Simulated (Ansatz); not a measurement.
Wires are cut from relaxed bulk AlCo (Pm-3m, 11.24 Å³/atom, gap on the mesh 0.00 eV); atoms and period are relaxed, and energies count from that bulk.

The calculation used DFT PBEsol, scalar-relativistic, plane waves, PAW (Ansatz).

Cutoff 420 eV, Gaussian smearing of 0.05 eV, energies at zero smearing, symmetry of each start kept, no spin polarisation.

| start | atoms | k mesh | excess energy (eV per host atom) | line energy (eV/Å) | period (Å) | gap on the mesh (eV) | highest filled level or Fermi level under vacuum (eV) |
| --- | --- | --- | --- | --- | --- | --- | --- |
| [001] wire, 8 host atoms a period | 8 | 1×1×19 | 1.396 | 4.378 | 2.550 | 0 | 4.29 |
| [001] wire, 12 host atoms a period | 12 | 1×1×19 | 1.106 | 5.026 | 2.640 | 0 | - |

Spin polarisation was left out, and a magnetic state may lie lower.

Each run keeps its start's symmetry and one magnetic start, so lower states can exist.

Cost: 2 runs of about 19 core-minutes in all, on Intel Xeon Platinum 8259CL (Skylake/Cascade Lake) (shared hosts).